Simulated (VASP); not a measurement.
# SnSe (Fm-3m) in VASP: band structure with HSE06

Aim: the band structure of SnSe with HSE06.

All numbers are computed with VASP 6.6.1; they aren't measurements. Logs are shortened: lines on timing, memory, paths and dates and some standing lists are left out, and cuts for length are marked.

## (1) The structure

It takes space group Fm-3m (No. 225, cubic). Conventional cell: a = 5.952 Å, b = 5.952 Å, c = 5.952 Å, α = 90.00°, β = 90.00°, γ = 90.00°. Around Sn (site symmetry m-3m) lie 6 Se at 2.98 Å. Se (site symmetry m-3m) is surrounded by 6 Sn at 2.98 Å.

Measurements of this composition are mostly on another form, of space group No. 62.

## (2) Band structure, HSE06

POSCAR

```
SnSe
1.0
    0.0000000000      2.9758100000      2.9758100000
    2.9758100000      0.0000000000      2.9758100000
    2.9758100000      2.9758100000      0.0000000000
Sn Se
1 1
Direct
    0.0000000000      0.0000000000      0.0000000000
    0.5000000000      0.5000000000      0.5000000000
```

INCAR.step1

```
ALGO = Normal
EDIFF = 1E-5
ENCUT = 520
GGA = PE
ISIF = 2
ISMEAR = 0
LASPH = T
LCHARG = F
LREAL = F
LWAVE = T
NELM = 60
PREC = Accurate
SIGMA = 0.02
```

INCAR.step2

```
ALGO = Normal
EDIFF = 1E-7
ENCUT = 520
GGA = PE
HFSCREEN = 0.2
ISIF = 2
ISMEAR = 0
ISTART = 1
LASPH = T
LCHARG = F
LHFCALC = T
LREAL = F
LWAVE = F
NELM = 60
PREC = Accurate
PRECFOCK = Fast
SIGMA = 0.02
```

KPOINTS

```
k-points
0
Gamma
  6 6 6
```

KPOINTS_OPT

```
path GXWKGLUWLK,UX
10
line-mode
reciprocal
 0.0000000000  0.0000000000  0.0000000000  G
 0.5000000000  0.0000000000  0.5000000000  X

 0.5000000000  0.0000000000  0.5000000000  X
 0.5000000000  0.2500000000  0.7500000000  W

 0.5000000000  0.2500000000  0.7500000000  W
 0.3750000000  0.3750000000  0.7500000000  K

 0.3750000000  0.3750000000  0.7500000000  K
 0.0000000000  0.0000000000  0.0000000000  G

 0.0000000000  0.0000000000  0.0000000000  G
 0.5000000000  0.5000000000  0.5000000000  L

 0.5000000000  0.5000000000  0.5000000000  L
 0.6250000000  0.2500000000  0.6250000000  U

 0.6250000000  0.2500000000  0.6250000000  U
 0.5000000000  0.2500000000  0.7500000000  W

 0.5000000000  0.2500000000  0.7500000000  W
 0.5000000000  0.5000000000  0.5000000000  L

 0.5000000000  0.5000000000  0.5000000000  L
 0.3750000000  0.3750000000  0.7500000000  K

 0.6250000000  0.2500000000  0.6250000000  U
 0.5000000000  0.0000000000  0.5000000000  X
```

Potentials or basis: VASP PAW PBE potentials, release 64 (Sn_d, Se).

Run with:

```bash
cat potpaw_PBE.64/Sn_d/POTCAR potpaw_PBE.64/Se/POTCAR > POTCAR
cp INCAR.step1 INCAR
mpirun -np 1 vasp_std > vasp.out
cp INCAR.step2 INCAR
mpirun -np 1 vasp_std > vasp.out
```

OUTCAR:

```text
EDIFF = 1E-7
   ENCUT = 520
   GGA = PE
   HFSCREEN = 0.2
   ISIF = 2
   ISMEAR = 0
   ISTART = 1
   LASPH = T
   LHFCALC = T
   LREAL = F
   NELM = 60
   PREC = Accurate
   PRECFOCK = Fast

 ion  position               nearest neighbor table
   1  0.000  0.000  0.000-   2 2.98   2 2.98   2 2.98   2 2.98   2 2.98   2 2.98
   2  0.500  0.500  0.500-   1 2.98   1 2.98   1 2.98   1 2.98   1 2.98   1 2.98

  LATTYP: Found a face centered cubic cell.
 ALAT       =     5.9516200000

  Lattice vectors:

 A1 = (   0.0000000000,   2.9758100000,   2.9758100000)
 A2 = (   2.9758100000,   0.0000000000,   2.9758100000)
 A3 = (   2.9758100000,   2.9758100000,   0.0000000000)

Analysis of symmetry for initial positions (statically):
=====================================================================
 Subroutine PRICEL returns:
 Original cell was already a primitive cell.

 Routine SETGRP: Setting up the symmetry group for a
 face centered cubic supercell.

 Subroutine GETGRP returns: Found 48 space group operations
 (whereof 48 operations were pure point group operations)
 out of a pool of 48 trial point group operations.

The static configuration has the point symmetry O_h .

Analysis of symmetry for dynamics (positions and initial velocities):
=====================================================================
 Subroutine PRICEL returns:
 Original cell was already a primitive cell.

 Routine SETGRP: Setting up the symmetry group for a
 face centered cubic supercell.

 Subroutine GETGRP returns: Found 48 space group operations
 (whereof 48 operations were pure point group operations)
 out of a pool of 48 trial point group operations.

The dynamic configuration has the point symmetry O_h .

 Subroutine INISYM returns: Found 48 space group operations
 (whereof 48 operations are pure point group operations),
 and found     1 'primitive' translations

----------------------------------------------------------------------------------------

                                     Primitive cell

  volume of cell :      52.7042

  direct lattice vectors                    reciprocal lattice vectors
     0.000000000  2.975810000  2.975810000    -0.168021480  0.168021480  0.168021480
     2.975810000  0.000000000  2.975810000     0.168021480 -0.168021480  0.168021480
     2.975810000  2.975810000  0.000000000     0.168021480  0.168021480 -0.168021480

  length of vectors
     4.208430861  4.208430861  4.208430861     0.291021740  0.291021740  0.291021740

  position of ions in fractional coordinates (direct lattice)
     0.000000000  0.000000000  0.000000000
     0.500000000  0.500000000  0.500000000

  ion indices of the primitive-cell ions
   primitive index   ion index
                 1           1
                 2           2

----------------------------------------------------------------------------------------

 KPOINTS: k-points

Automatic generation of k-mesh.
 Grid dimensions read from file:
 generate k-points for:    6    6    6

 Generating k-lattice:

  Cartesian coordinates                     Fractional coordinates (reciprocal lattice)
    -0.028003580  0.028003580  0.028003580     0.166666667  0.000000000  0.000000000
     0.028003580 -0.028003580  0.028003580     0.000000000  0.166666667  0.000000000
     0.028003580  0.028003580 -0.028003580     0.000000000  0.000000000  0.166666667

  Length of vectors
     0.048503623  0.048503623  0.048503623

  Shift w.r.t. Gamma in fractional coordinates (k-lattice)
     0.000000000  0.000000000  0.000000000

 Subroutine IBZKPT returns following result:
 ===========================================

 Found     16 irreducible k-points:

 Following reciprocal coordinates:
            Coordinates               Weight
  0.000000  0.000000  0.000000      1.000000
  0.166667  0.000000  0.000000      8.000000
  0.333333  0.000000  0.000000      8.000000
  0.500000  0.000000  0.000000      4.000000
  0.166667  0.166667  0.000000      6.000000
  0.333333  0.166667  0.000000     24.000000
[... 8 lines left out ...]
 -0.333333  0.333333  0.166667     24.000000
 -0.333333  0.500000  0.166667     12.000000
   k-points           NKPTS =     16   k-points in BZ     NKDIM =    216   number of bands    NBANDS=     14
   number of dos      NEDOS =    301   number of ions     NIONS =      2
   total plane-waves  NPLWV =  32768
   dimension x,y,z NGX =    32 NGY =   32 NGZ =   32
   dimension x,y,z NGXF=    64 NGYF=   64 NGZF=   64
   ions per type =               1   1
   NGX,Y,Z   is equivalent  to a cutoff of  12.64, 12.64, 12.64 a.u.
   NGXF,Y,Z  is equivalent  to a cutoff of  25.28, 25.28, 25.28 a.u.
 SYSTEM =  unknown system
   PREC   = accura    normal or accurate (medium, high low for compatibility)
   ISTART =      1    job   : 0-new  1-cont  2-samecut
   ICHARG =      0    charge: 1-file 2-atom 10-const
   ISPIN  =      1    spin polarized calculation?
   LNONCOLLINEAR =      F non collinear calculations
   LSORBIT =      F    spin-orbit coupling
   LASPH  =      T    aspherical Exc in radial PAW
   ENCUT  =  520.0 eV  38.22 Ry    6.18 a.u.   7.82  7.82  7.82*2*pi/ulx,y,z
   NELM   =     60;   NELMIN=  2; NELMDL=  0     # of ELM steps
   EDIFF  = 0.1E-06   stopping-criterion for ELM
   LREAL  =      F    real-space projection
   EDIFFG = 0.1E-05   stopping-criterion for IOM
   NSW    =      0    number of steps for IOM
   IBRION =     -1    ionic relax: 0-MD 1-quasi-New 2-CG
   NFREE  =      0    steps in history (QN), initial steepest desc. (CG)
   ISIF   =      2    stress and relaxation
   ISYM   =      3    0-nonsym 1-usesym 2-fastsym
   POTIM  = 0.5000    time-step for ionic-motion
   TEBEG  =    0.0;   TEEND  =   0.0 temperature during run
   PSTRESS=    0.0 pullay stress
   NELECT =      20.0000    total number of electrons
   NUPDOWN=      -1.0000    fix difference up-down
   EMIN   =  10.00;   EMAX   =-10.00  energy-range for DOS
   EFERMI =   0.00;   METHOD = LEGACY
   ISMEAR =     0;   SIGMA  =   0.02  broadening in eV -4-tet -1-fermi 0-gaus
   EFERMI_NEDOS =   21; number of points for ismear=-14 and -15
   IALGO  =     38    algorithm
   IMIX   =      1    mixing-type and parameters
     AMIX     =   0.40;   BMIX     =  1.00
     AMIX_MAG =   1.60;   BMIX_MAG =  1.00
  volume/ion in A,a.u.               =      26.35       177.83
  Fermi-wavevector in a.u.,A,eV,Ry     =   1.185231  2.239762 19.113087  1.404772
  Thomas-Fermi vector in A             =   2.321429
   LORBIT       =      0    0 simple, 1 ext, 2 COOP (PROOUT), +10 PAW based schemes
   GGA     = PE    functional components
   LHFCALC =     T    Hartree Fock is set to
   PRECFOCK=fast      Normal, Fast or Accurate (Low or Medium for compatibility)
   ENCUT4O =  -1.0   cutoff for four orbital integrals eV
   NKREDX  =     1    reduce k-point grid by
   NKREDY  =     1    reduce k-point grid by
   NKREDZ  =     1    reduce k-point grid by
   AEXX    =    0.2500 exact exchange contribution
   HFSCREEN=    0.2000 screening length (either q_TF or 0.3 A-1)
   HFSCREENC=   0.2000 screening length for correlation (either q_TF or 0.3 A-1)
   ENCUTFOCK=  -1.0 apply spherical cutoff to Coloumb kernel
   IVDW    =     0    specifies the selected vdW correction
   LEPSILON=     F    determine dielectric tensor
   LRPA    =     F    only Hartree local field effects (RPA)
 non-spin polarized calculation
 Gauss-broadening in eV      SIGMA  =   0.02
  energy-cutoff  :      520.00
  volume of cell :       52.70
 maximum number of plane-waves:      1435
  NGX = 18; NGY = 18; NGZ = 18

 number of electron      20.0000007 magnetization

 Free energy of the ion-electron system (eV)
  ---------------------------------------------------
  ext. energy  EPLUGINS =         0.00000000
  ---------------------------------------------------
  free energy    TOTEN  =        -9.79849638 eV

  energy without entropy =       -9.79849638  energy(sigma->0) =       -9.79849638

 E-fermi :   6.2221     XC(G=0):  -8.1084

 val. band max:        6.0407768935   @ k =   0.5000   0.0000   0.0000
 cond. band min:       6.6076377275   @ k =   0.5000   0.0000   0.0000
 fundamental gap:      0.5668608341
 Fermi energy:         6.2220575111

 k-point     1 :       0.0000    0.0000    0.0000
  band No.  band energies     occupation
      1     -18.1241      2.00000
      2     -18.1241      2.00000
      3     -18.1167      2.00000
      4     -18.1167      2.00000
      5     -18.1167      2.00000
      6      -9.9242      2.00000
      7       0.4721      2.00000
      8       3.0672      2.00000
      9       3.0672      2.00000
     10       3.0672      2.00000
     11      10.9524      0.00000
     12      10.9524      0.00000
     13      10.9524      0.00000
     14      12.1609      0.00000

 k-point     2 :       0.1667    0.0000    0.0000
  band No.  band energies     occupation
      1     -18.1264      2.00000
      2     -18.1264      2.00000
      3     -18.1161      2.00000
      4     -18.1137      2.00000
      5     -18.1137      2.00000
      6      -9.6971      2.00000
      7      -0.8241      2.00000
      8       3.1074      2.00000
      9       3.1074      2.00000
     10       4.1164      2.00000
     11       9.3990      0.00000
     12       9.5906      0.00000
     13       9.5906      0.00000
     14      12.2231      0.00000
[... 207 lines left out ...]
      1     -18.1461      2.00000
      2     -18.1268      2.00000
      3     -18.1110      2.00000
      4     -18.1091      2.00000
      5     -18.0992      2.00000
      6      -8.5103      2.00000
      7      -2.5492      2.00000
      8       0.7155      2.00000
      9       1.1617      2.00000
     10       4.8005      2.00000
     11       7.4368      0.00000
     12      10.5307      0.00000
     13      11.1025      0.00000
     14      13.6269      0.00000

 k-point    16 :      -0.3333    0.5000    0.1667
  band No.  band energies     occupation
      1     -18.1537      2.00000
      2     -18.1216      2.00000
      3     -18.1177      2.00000
      4     -18.1038      2.00000
      5     -18.0966      2.00000
      6      -8.4155      2.00000
      7      -1.7882      2.00000
      8      -0.2904      2.00000
      9       0.7307      2.00000
     10       3.7219      2.00000
     11       8.9960      0.00000
     12      10.2475      0.00000
     13      12.0653      0.00000
     14      12.8798      0.00000

------------------------ aborting loop because EDIFF is reached ----------------------------------------

  FORCE on cell =-STRESS in cart. coord.  units (eV):
  Direction    XX          YY          ZZ          XY          YZ          ZX
  --------------------------------------------------------------------------------------
  -------------------------------------------------------------------------------------
  Total        0.3994569      0.3994569      0.3994569      0.0000000      0.0000000      0.0000000
  in kB       12.1432480     12.1432480     12.1432480      0.0000000      0.0000000      0.0000000
  external PRESSURE =      12.1432480 kB  Pullay stress =       0.0000000 kB

 VOLUME and BASIS-vectors are now :
 -----------------------------------------------------------------------------
  energy-cutoff  :      520.00
  volume of cell :       52.70
      direct lattice vectors                 reciprocal lattice vectors
     0.000000000  2.975810000  2.975810000    -0.168021480  0.168021480  0.168021480
     2.975810000  0.000000000  2.975810000     0.168021480 -0.168021480  0.168021480
     2.975810000  2.975810000  0.000000000     0.168021480  0.168021480 -0.168021480

 POSITION                                       TOTAL-FORCE (eV/Angst)
 -----------------------------------------------------------------------------------
      0.00000      0.00000      0.00000        -0.000000      0.000000      0.000000
      2.97581      2.97581      2.97581         0.000000     -0.000000      0.000000
 -----------------------------------------------------------------------------------
    total drift:                                0.000000      0.000000      0.000000

  FREE ENERGIE OF THE ION-ELECTRON SYSTEM (eV)
  ---------------------------------------------------
  free  energy   TOTEN  =        -9.7984963791 eV

  energy  without entropy=       -9.7984963791  energy(sigma->0) =       -9.79849638
```

It took 2 h on 1 thread of Intel Xeon 6975P-C (Granite Rapids), shared host; peak memory 0.39 GiB.

What came out:

```
Free energy             : -9.7985 eV
Pressure                : 1.2 GPa
Band gap along the path : 0.07 eV, indirect (least direct gap 0.07 eV)
```

Levels at the corners of the path, in eV from the valence-band top:
```tsv
point	band 8	band 9	band 10	band 11	band 12	band 13
Γ	-3.09	-3.09	-3.09	4.80	4.80	4.80
X	-6.86	-4.75	-4.75	2.91	5.98	5.98
X	-6.86	-4.75	-4.75	2.91	5.98	5.98
W	-5.98	-5.98	-1.35	1.56	5.08	5.08
W	-5.98	-5.98	-1.35	1.56	5.08	5.08
K	-6.39	-4.19	-3.20	3.44	3.91	5.54
K	-6.39	-4.19	-3.20	3.44	3.91	5.54
Γ	-3.09	-3.09	-3.09	4.80	4.80	4.80
Γ	-3.09	-3.09	-3.09	4.80	4.80	4.80
L	-2.83	-2.83	-0.11	0.45	1.21	1.21
L	-2.83	-2.83	-0.11	0.45	1.21	1.21
U	-6.39	-4.19	-3.20	3.44	3.91	5.54
U	-6.39	-4.19	-3.20	3.44	3.91	5.54
W	-5.98	-5.98	-1.35	1.56	5.08	5.08
W	-5.98	-5.98	-1.35	1.56	5.08	5.08
L	-2.83	-2.83	-0.11	0.45	1.21	1.21
L	-2.83	-2.83	-0.11	0.45	1.21	1.21
K	-6.39	-4.19	-3.20	3.44	3.91	5.54
U	-6.39	-4.19	-3.20	3.44	3.91	5.54
X	-6.86	-4.75	-4.75	2.91	5.98	5.98
```

Caveat: the PAW data sets were made with another functional, which shifts forces and pressure a little; spin-orbit coupling is left out, which moves the levels of the heavy elements.
